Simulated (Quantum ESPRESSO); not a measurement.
# Bi (R-3m) in Quantum ESPRESSO: further runs

Runs on Bi. Level: LDA. Tasks: single point, equation of state.

Everything below comes from runs of Quantum ESPRESSO 7.5. Logs are shortened: lines on timing, memory, paths and dates and some standing lists are left out, and cuts for length are marked.

## Step 1: The crystal as given

Symmetry: R-3m, No. 166, trigonal system. Conventional cell: a = 4.535 Å, b = 4.535 Å, c = 11.814 Å, α = 90.00°, β = 90.00°, γ = 120.00°. Bi (site symmetry 3m) has 6 Bi at 3.06 to 3.52 Å as nearest neighbours.

## Step 2: Single point, LDA, 32.97 Å³/atom

The input, pw.in:

```
&CONTROL
  calculation = 'scf'
  prefix = 'pwscf'
  outdir = './tmp'
  pseudo_dir = './pseudo'
  tprnfor = .true.
  tstress = .true.
  disk_io = 'nowf'
/
&SYSTEM
  ibrav = 0
  nat = 2
  ntyp = 1
  ecutwfc = 70
  nbnd = 22
  occupations = 'smearing'
  smearing = 'fd'
  degauss = 0.00367493
/
&ELECTRONS
  conv_thr = 4d-10
  electron_maxstep = 120
  mixing_beta = 0.5
/
ATOMIC_SPECIES
Bi   208.9804 Bi.upf
CELL_PARAMETERS angstrom
   2.2212115015    1.2824170583    3.8576100961
  -2.2212115015    1.2824170583    3.8576100961
   0.0000000000   -2.5648341167    3.8576100961
ATOMIC_POSITIONS crystal
Bi     0.7660000000    0.7660000000    0.7660000000
Bi     0.2340000000    0.2340000000    0.2340000000
K_POINTS automatic
7 7 7 0 0 0
```

Potentials or basis: PseudoDojo 0.4.1 SR LDA standard.

Run with:

```sh
$ OMP_NUM_THREADS=1 pw.x -in pw.in > pw.out
```

pw.out:

```text
This program is part of the open-source Quantum ESPRESSO suite
     for quantum simulation of materials; please cite
[... 9 lines left out ...]
     --------------------
     sticks:   dense  smooth     PW     G-vecs:    dense   smooth      PW
     Sum        1443    1443    427                35265    35265    5685

     Using Slab Decomposition

     bravais-lattice index     =            0
     lattice parameter (alat)  =       8.7540  a.u.
     unit-cell volume          =     444.9235 (a.u.)^3
     number of atoms/cell      =            2
     number of atomic types    =            1
     number of electrons       =        30.00
     number of Kohn-Sham states=           22
     kinetic-energy cutoff     =      70.0000  Ry
     charge density cutoff     =     280.0000  Ry
     scf convergence threshold =      4.0E-10
     mixing beta               =       0.5000
     number of iterations used =            8  plain     mixing
     Exchange-correlation= SLA  PW   NOGX NOGC
                           (   1   4   0   0   0   0   0)

     celldm(1)=   8.754049  celldm(2)=   0.000000  celldm(3)=   0.000000
     celldm(4)=   0.000000  celldm(5)=   0.000000  celldm(6)=   0.000000

     crystal axes: (cart. coord. in units of alat)
               a(1) = (   0.479490   0.276834   0.832738 )
               a(2) = (  -0.479490   0.276834   0.832738 )
               a(3) = (   0.000000  -0.553668   0.832738 )

     reciprocal axes: (cart. coord. in units 2 pi/alat)
               b(1) = (  1.042774  0.602046  0.400286 )
               b(2) = ( -1.042774  0.602046  0.400286 )
               b(3) = (  0.000000 -1.204092  0.400286 )

     PseudoPot. # 1 for Bi read from file:
     Bi.upf
     Pseudo is Norm-conserving + core correction, Zval = 15.0
     Generated using ONCVPSP code by D. R. Hamann
     Using radial grid of 1454 points,  6 beta functions with:
                l(1) =   0
                l(2) =   0
                l(3) =   1
                l(4) =   1
                l(5) =   2
                l(6) =   2

     atomic species   valence    mass     pseudopotential
     Bi               15.00   208.98040     Bi( 1.00)

     12 Sym. Ops., with inversion, found

   Cartesian axes

     site n.     atom                  positions (alat units)
         1        Bi     tau(   1) = (   0.0000000  -0.0000000   1.9136312  )
         2        Bi     tau(   2) = (   0.0000000  -0.0000000   0.5845819  )

     number of k points=    44  Fermi-Dirac smearing, width (Ry)=  0.0037
                       cart. coord. in units 2pi/alat
        k(    1) = (   0.0000000   0.0000000   0.0000000), wk =   0.0058309
        k(    2) = (   0.0000000  -0.1720131   0.0571837), wk =   0.0349854
        k(    3) = (   0.0000000  -0.3440262   0.1143675), wk =   0.0349854
        k(    4) = (   0.0000000  -0.5160393   0.1715512), wk =   0.0349854
        k(    5) = (  -0.1489677  -0.0860065   0.1143675), wk =   0.0349854
        k(    6) = (  -0.1489677  -0.2580196   0.1715512), wk =   0.0699708
[... 36 lines left out ...]
        k(   43) = (   0.0000000  -0.0000000   0.5146536), wk =   0.0116618
        k(   44) = (   0.0000000   1.0320786   0.1715512), wk =   0.0349854

     Dense  grid:    35265 G-vectors     FFT dimensions: (  48,  48,  48)

     Initial potential from superposition of free atoms

     starting charge      29.9986, renormalised to      30.0000
     Starting wfcs are   18 randomized atomic wfcs +    4 random wfcs

     Self-consistent Calculation

     iteration #  1     ecut=    70.00 Ry     beta= 0.50
     Davidson diagonalization with overlap
     ethr =  1.00E-02,  avg # of iterations =  5.8

     Threshold (ethr) on eigenvalues was too large:
     Diagonalizing with lowered threshold

     Davidson diagonalization with overlap
     c_bands:  1 eigenvalues not converged
     ethr =  2.03E-05,  avg # of iterations =  8.4

     total energy              =    -327.68398363 Ry
     estimated scf accuracy    <       0.00620412 Ry

     iteration #  2     ecut=    70.00 Ry     beta= 0.50
     Davidson diagonalization with overlap
     ethr =  2.07E-05,  avg # of iterations =  1.0

     total energy              =    -327.68398574 Ry
     estimated scf accuracy    <       0.00106875 Ry
[... 33 lines left out ...]
     total energy              =    -327.68405257 Ry
     estimated scf accuracy    <          7.3E-10 Ry

     iteration #  8     ecut=    70.00 Ry     beta= 0.50
     Davidson diagonalization with overlap
     ethr =  2.44E-12,  avg # of iterations =  2.3

     End of self-consistent calculation

          k = 0.0000 0.0000 0.0000 (  4429 PWs)   bands (ev):

   -12.4475 -12.4475 -12.2598 -12.2598 -12.2399 -12.0278 -12.0131 -12.0131
   -11.8674 -11.8674  -3.0714   3.2157   8.9250   9.2226   9.2226  13.1341
    13.6382  13.6382  16.2677  16.3960  16.3960  16.9103

          k = 0.0000-0.1720 0.0572 (  4400 PWs)   bands (ev):

   -12.4297 -12.4246 -12.2518 -12.2455 -12.2274 -12.0400 -12.0250 -12.0206
   -11.8929 -11.8865  -2.8641   2.7026   9.0024   9.2071   9.2709  12.6776
    12.9454  13.1616  15.6002  16.2005  16.6460  18.3997
[... 25 lines left out ...]
          k =-0.1490-0.4300 0.2287 (  4403 PWs)   bands (ev):

   -12.3725 -12.2827 -12.2125 -12.2011 -12.1434 -12.1293 -12.0727 -12.0550
   -12.0338 -11.9438  -1.5425   0.6259   7.9539   8.3180   9.1166  12.0958
    12.4826  13.1552  16.0504  18.6698  19.9060  20.0886

          k =-0.1490 0.6020-0.1144 (  4414 PWs)   bands (ev):

   -12.3516 -12.2253 -12.2088 -12.1953 -12.1443 -12.1314 -12.1021 -12.0744
   -12.0464 -11.9679  -0.8643  -0.1918   7.5946   8.7469   9.2927  11.5543
    11.7176  13.5262  17.5726  18.2451  18.9063  20.7471

          k =-0.1490 0.4300-0.0572 (  4409 PWs)   bands (ev):

   -12.3871 -12.2829 -12.2244 -12.1986 -12.1438 -12.1338 -12.0740 -12.0484
   -12.0224 -11.9312  -1.7836   0.9228   7.6161   9.4445   9.7945  11.0743
    11.2781  14.0802  16.0019  17.2834  20.0884  20.1800

          k =-0.1490 0.2580 0.0000 (  4405 PWs)   bands (ev):

   -12.4219 -12.3676 -12.2425 -12.2311 -12.1938 -12.0749 -12.0367 -12.0299
   -11.9532 -11.8935  -2.5124   2.0425   8.1784   9.6541   9.6838  11.4533
    11.8929  14.0543  15.2830  16.6458  18.1002  18.4914
[... 7 lines left out ...]
          k =-0.2979-0.3440 0.2859 (  4394 PWs)   bands (ev):

   -12.4166 -12.2676 -12.2523 -12.1779 -12.1479 -12.1159 -12.0866 -12.0652
   -12.0217 -11.8930  -1.4810   1.0336   6.5995   7.6748   7.9454  13.5148
    14.3186  14.8735  15.3889  19.7522  20.2644  20.4562

          k =-0.2979 0.6881-0.0572 (  4397 PWs)   bands (ev):

   -12.3827 -12.2585 -12.2063 -12.1829 -12.1576 -12.1193 -12.0910 -12.0691
   -12.0444 -11.9336  -0.6817   0.0487   6.1704   7.9492   8.1502  13.2427
    13.4825  15.5776  15.9816  18.2612  19.3158  21.4323

          k =-0.2979 0.5160 0.0000 (  4405 PWs)   bands (ev):

   -12.3787 -12.2192 -12.2075 -12.1901 -12.1673 -12.1373 -12.0920 -12.0559
   -12.0553 -11.9429  -0.9909   0.1969   6.4793   8.6821   8.8022  12.1495
    12.2678  15.6756  16.5951  17.9598  18.1713  20.1020
[... 25 lines left out ...]
          k = 0.0000-0.3440 0.2859 (  4397 PWs)   bands (ev):

   -12.3647 -12.3401 -12.2162 -12.2047 -12.1881 -12.0808 -12.0604 -12.0517
   -11.9822 -11.9576  -1.8993   1.0288   7.4567   9.5275  10.1834  10.9385
    11.6564  13.9565  16.3402  17.6012  18.7867  20.0154

          k = 0.0000 0.6881-0.0572 (  4411 PWs)   bands (ev):

   -12.3332 -12.2840 -12.2197 -12.1610 -12.1538 -12.1245 -12.0996 -12.0593
   -12.0255 -11.9869  -0.9941  -0.0709   7.5285   8.9087   9.2872  11.5454
    12.1051  13.1081  17.2582  18.3159  19.2847  21.1406

          k = 0.0000 0.5160 0.0000 (  4407 PWs)   bands (ev):

   -12.3764 -12.2557 -12.2370 -12.1753 -12.1510 -12.1102 -12.1089 -12.0673
   -12.0258 -11.9391  -1.4879   0.5576   8.1839   8.5025   8.7191  12.1974
    12.4098  12.8630  15.5886  19.3437  19.9990  20.6263
[... 55 lines left out ...]
          k =-0.2979 0.5160 0.1716 (  4405 PWs)   bands (ev):

   -12.3802 -12.2380 -12.1973 -12.1879 -12.1652 -12.1329 -12.0905 -12.0686
   -12.0470 -11.9384  -0.9004   0.1478   6.6443   7.5438   9.4680  11.3437
    14.1187  15.0036  16.1097  18.1512  19.3119  20.6421

          k = 0.5959 0.3440-0.2859 (  4395 PWs)   bands (ev):

   -12.4139 -12.2793 -12.2626 -12.1474 -12.1405 -12.1143 -12.1038 -12.0741
   -12.0137 -11.8940  -0.9702   0.7356   5.5394   7.5477   7.5570  13.1741
    15.1377  15.6064  17.4882  19.6016  20.3370  21.4365

          k = 0.5959 0.1720-0.2287 (  4402 PWs)   bands (ev):

   -12.4040 -12.2631 -12.2463 -12.1573 -12.1457 -12.1198 -12.0997 -12.0768
   -12.0236 -11.9080  -0.9188   0.5255   5.9582   6.9042   8.5849  12.9457
    14.1890  16.2520  16.3527  18.6690  20.3640  21.3516

          k = 0.4469 0.2580-0.1716 (  4388 PWs)   bands (ev):

   -12.4162 -12.2613 -12.2499 -12.1680 -12.1444 -12.1105 -12.1053 -12.0826
   -12.0140 -11.8924  -1.4296   0.9637   6.7004   7.7772   7.7879  13.1547
    14.5521  14.8302  15.0710  19.8517  20.3162  20.5397

          k = 0.0000 0.0000 0.3431 (  4405 PWs)   bands (ev):

   -12.3867 -12.3867 -12.2333 -12.2333 -12.2126 -12.0527 -12.0345 -12.0345
   -11.9359 -11.9359  -2.4341   1.5842   9.4233   9.5038   9.5038  11.9704
    12.1140  12.1140  15.9976  17.6106  17.6106  20.2040
[... 31 lines left out ...]
          k =-0.1490 0.7741 0.1716 (  4401 PWs)   bands (ev):

   -12.3755 -12.3059 -12.2287 -12.1942 -12.1375 -12.1130 -12.0751 -12.0469
   -12.0240 -11.9443  -0.8325   0.3076   5.9696   6.7509   9.7787  11.7852
    14.9614  16.2313  16.3453  17.2961  20.5058  21.1186

          k = 0.7448 0.4300-0.2287 (  4383 PWs)   bands (ev):

   -12.3753 -12.3157 -12.2391 -12.1830 -12.1681 -12.0883 -12.0725 -12.0368
   -12.0243 -11.9423  -1.1801   0.5121   6.1329   8.1707   8.3876  13.2783
    13.7125  15.4665  16.1423  18.4586  19.2049  21.1391

          k = 0.0000-0.0000 0.5147 (  4379 PWs)   bands (ev):

   -12.3429 -12.3429 -12.2167 -12.2167 -12.1924 -12.0718 -12.0473 -12.0473
   -11.9850 -11.9850  -1.8457   0.5616   9.5673   9.8086   9.8086  11.3182
    11.3182  11.4465  17.3350  19.1084  19.1084  20.4262

          k = 0.0000 1.0321 0.1716 (  4404 PWs)   bands (ev):

   -12.3397 -12.3397 -12.2170 -12.2082 -12.1876 -12.0745 -12.0525 -12.0480
   -11.9929 -11.9872  -1.5760   0.4389   7.6239   9.2121   9.6081  11.6839
    12.0348  13.7684  17.1273  18.2193  18.8422  20.9552

     the Fermi energy is    10.4393 ev

!    total energy              =    -327.68405257 Ry
     estimated scf accuracy    <          2.2E-10 Ry
     smearing contrib. (-TS)   =      -0.00008473 Ry
     internal energy E=F+TS    =    -327.68396784 Ry

     The total energy is F=E-TS. E is the sum of the following terms:
     one-electron contribution =    -100.67219603 Ry
     hartree contribution      =      68.24358876 Ry
     xc contribution           =     -85.65585736 Ry
     ewald contribution        =    -209.59950322 Ry

     convergence has been achieved in   8 iterations

     Forces acting on atoms (cartesian axes, Ry/au):

     atom    1 type  1   force =     0.00000000   -0.00000000   -0.01393341
     atom    2 type  1   force =    -0.00000000    0.00000000    0.01393341

     Total force =     0.019705     Total SCF correction =     0.000106

     Computing stress (Cartesian axis) and pressure

          total   stress  (Ry/bohr**3)                   (kbar)     P=       17.39
   0.00013568  -0.00000000  -0.00000000           19.96       -0.00       -0.00
   0.00000000   0.00013568   0.00000000            0.00       19.96        0.00
  -0.00000000   0.00000000   0.00008324           -0.00        0.00       12.25

=------------------------------------------------------------------------------=
   JOB DONE.
=------------------------------------------------------------------------------=
```

Wall time 53 s (1 thread of Arm Neoverse V2, shared host); peak memory 0.12 GiB.

What came out:

```yaml
Free_energy: -4458.3687 eV
Pressure: 1.7 GPa
Largest_force: 0.358 eV/Å
Band_gap_on_the_k_mesh: 0.30 eV, indirect (least direct gap 0.56 eV)
```

Caveat: spin-orbit coupling is left out, which as a rule narrows the gap of such compounds by several tenths of an eV; an odd mesh through Γ misses points on the zone boundary, where band edges often lie.

## Step 3: Single point, LDA, 33.67 Å³/atom

pw.in: that of step 2 with these lines changed.

```diff
@@ -27,5 +27,5 @@
 CELL_PARAMETERS angstrom
-   2.2212115015    1.2824170583    3.8576100961
-  -2.2212115015    1.2824170583    3.8576100961
-   0.0000000000   -2.5648341167    3.8576100961
+   2.2368543514    1.2914484619    3.8847772595
+  -2.2368543514    1.2914484619    3.8847772595
+   0.0000000000   -2.5828969239    3.8847772595
 ATOMIC_POSITIONS crystal
```

Potentials or basis: PseudoDojo 0.4.1 SR LDA standard.

Run with:

```sh
$ OMP_NUM_THREADS=1 pw.x -in pw.in > pw.out
```

Wall time 53 s (1 thread of Arm Neoverse V2, shared host); peak memory 0.13 GiB.

The run converged. Its results:

| Quantity | Value |
| --- | --- |
| Free energy | -4458.3785 eV |
| Pressure | 0.5 GPa |
| Largest force | 0.252 eV/Å |
| Band gap on the k mesh | 0.29 eV, indirect (least direct gap 0.55 eV) |

Caveat: spin-orbit coupling is left out, which as a rule narrows the gap of such compounds by several tenths of an eV; an odd mesh through Γ misses points on the zone boundary, where band edges often lie.

## Step 4: Single point, LDA, 34.37 Å³/atom

pw.in: that of step 3 with these lines changed.

```diff
@@ -27,5 +27,5 @@
 CELL_PARAMETERS angstrom
-   2.2368543514    1.2914484619    3.8847772595
-  -2.2368543514    1.2914484619    3.8847772595
-   0.0000000000   -2.5828969239    3.8847772595
+   2.2522814206    1.3003552845    3.9115696734
+  -2.2522814206    1.3003552845    3.9115696734
+   0.0000000000   -2.6007105690    3.9115696734
 ATOMIC_POSITIONS crystal
```

Run with:

```sh
$ OMP_NUM_THREADS=1 pw.x -in pw.in > pw.out
```

Run time: 53 s. Hardware: 1 thread of Arm Neoverse V2, shared host; peak memory 0.13 GiB.

Results (log left out):

- Free energy: -4458.3781 eV
- Pressure: -0.6 GPa
- Largest force: 0.153 eV/Å
- Band gap on the k mesh: 0.28 eV, indirect (least direct gap 0.54 eV)

Caveat: spin-orbit coupling is left out, which as a rule narrows the gap of such compounds by several tenths of an eV; an odd mesh through Γ misses points on the zone boundary, where band edges often lie.

## Step 5: Single point, LDA, 35.07 Å³/atom

pw.in: that of step 4 with these lines changed.

```diff
@@ -27,5 +27,5 @@
 CELL_PARAMETERS angstrom
-   2.2522814206    1.3003552845    3.9115696734
-  -2.2522814206    1.3003552845    3.9115696734
-   0.0000000000   -2.6007105690    3.9115696734
+   2.2675000000    1.3091417354    3.9380000000
+  -2.2675000000    1.3091417354    3.9380000000
+   0.0000000000   -2.6182834708    3.9380000000
 ATOMIC_POSITIONS crystal
```

Run with:

```sh
$ OMP_NUM_THREADS=1 pw.x -in pw.in > pw.out
```

Wall time 54 s (1 thread of Arm Neoverse V2, shared host); peak memory 0.13 GiB.

The run converged. Its results:

```
Free energy            : -4458.3686 eV
Pressure               : -1.6 GPa
Largest force          : 0.060 eV/Å
Band gap on the k mesh : 0.27 eV, indirect (least direct gap 0.52 eV)
```

Caveat: spin-orbit coupling is left out, which as a rule narrows the gap of such compounds by several tenths of an eV; an odd mesh through Γ misses points on the zone boundary, where band edges often lie.

## Step 6: Single point, LDA, 35.77 Å³/atom

pw.in: that of step 5 with these lines changed.

```diff
@@ -27,5 +27,5 @@
 CELL_PARAMETERS angstrom
-   2.2675000000    1.3091417354    3.9380000000
-  -2.2675000000    1.3091417354    3.9380000000
-   0.0000000000   -2.6182834708    3.9380000000
+   2.2825169939    1.3178118009    3.9640802302
+  -2.2825169939    1.3178118009    3.9640802302
+   0.0000000000   -2.6356236018    3.9640802302
 ATOMIC_POSITIONS crystal
```

Potentials or basis: PseudoDojo 0.4.1 SR LDA standard.

Run with:

```sh
$ OMP_NUM_THREADS=1 pw.x -in pw.in > pw.out
```

Wall time 55 s (1 thread of Arm Neoverse V2, shared host); peak memory 0.13 GiB.

Results (log left out):

| Quantity | Value |
| --- | --- |
| Free energy | -4458.3512 eV |
| Pressure | -2.4 GPa |
| Largest force | 0.026 eV/Å |
| Band gap on the k mesh | 0.26 eV, indirect (least direct gap 0.51 eV) |

Caveat: spin-orbit coupling is left out, which as a rule narrows the gap of such compounds by several tenths of an eV; an odd mesh through Γ misses points on the zone boundary, where band edges often lie.

## Step 7: Single point, LDA, 36.47 Å³/atom

pw.in: that of step 6 with these lines changed.

```diff
@@ -27,5 +27,5 @@
 CELL_PARAMETERS angstrom
-   2.2825169939    1.3178118009    3.9640802302
-  -2.2825169939    1.3178118009    3.9640802302
-   0.0000000000   -2.6356236018    3.9640802302
+   2.2973389482    1.3263692602    3.9898217322
+  -2.2973389482    1.3263692602    3.9898217322
+   0.0000000000   -2.6527385203    3.9898217322
 ATOMIC_POSITIONS crystal
```

Run with:

```sh
$ OMP_NUM_THREADS=1 pw.x -in pw.in > pw.out
```

Wall time 69 s (1 thread of Arm Neoverse V2, shared host); peak memory 0.14 GiB.

It converged, with:

* Free energy: -4458.3265 eV
* Pressure: -3.2 GPa
* Largest force: 0.107 eV/Å
* Band gap on the k mesh: 0.25 eV, indirect (least direct gap 0.50 eV)

Caveat: spin-orbit coupling is left out, which as a rule narrows the gap of such compounds by several tenths of an eV; an odd mesh through Γ misses points on the zone boundary, where band edges often lie.

## Step 8: Single point, LDA, 37.17 Å³/atom

pw.in: that of step 7 with these lines changed.

```diff
@@ -27,5 +27,5 @@
 CELL_PARAMETERS angstrom
-   2.2973389482    1.3263692602    3.9898217322
-  -2.2973389482    1.3263692602    3.9898217322
-   0.0000000000   -2.6527385203    3.9898217322
+   2.3119720748    1.3348176998    4.0152352947
+  -2.3119720748    1.3348176998    4.0152352947
+   0.0000000000   -2.6696353996    4.0152352947
 ATOMIC_POSITIONS crystal
```

Run with:

```sh
$ OMP_NUM_THREADS=1 pw.x -in pw.in > pw.out
```

Wall time 68 s (1 thread of Arm Neoverse V2, shared host); peak memory 0.14 GiB.

The run converged. Its results:

```yaml
Free_energy: -4458.2955 eV
Pressure: -3.9 GPa
Largest_force: 0.182 eV/Å
Band_gap_on_the_k_mesh: 0.24 eV, indirect (least direct gap 0.49 eV)
```

Caveat: spin-orbit coupling is left out, which as a rule narrows the gap of such compounds by several tenths of an eV; an odd mesh through Γ misses points on the zone boundary, where band edges often lie.

## Step 9: Equation of state, LDA

Potentials or basis: PseudoDojo 0.4.1 SR LDA standard.

No new run: the results of the series are fitted here.

What came out:

```
Equilibrium volume                        : 33.99 Å³/atom
Bulk modulus at fixed shape and positions : 53 GPa
Pressure derivative of the bulk modulus   : 4.7
```

Energy against volume, from the lowest point:
```csv
volume (Å³/atom),energy (meV/atom)
32.965,4.89
33.667,0.00
34.368,0.19
35.070,4.90
35.771,13.64
36.472,25.96
37.174,41.46
```

Caveat: the cell was scaled at fixed shape and fractional positions, which overstates the stiffness of a crystal with free parameters, most of all of layers and chains; spin-orbit coupling is left out, which moves the levels of the heavy elements.
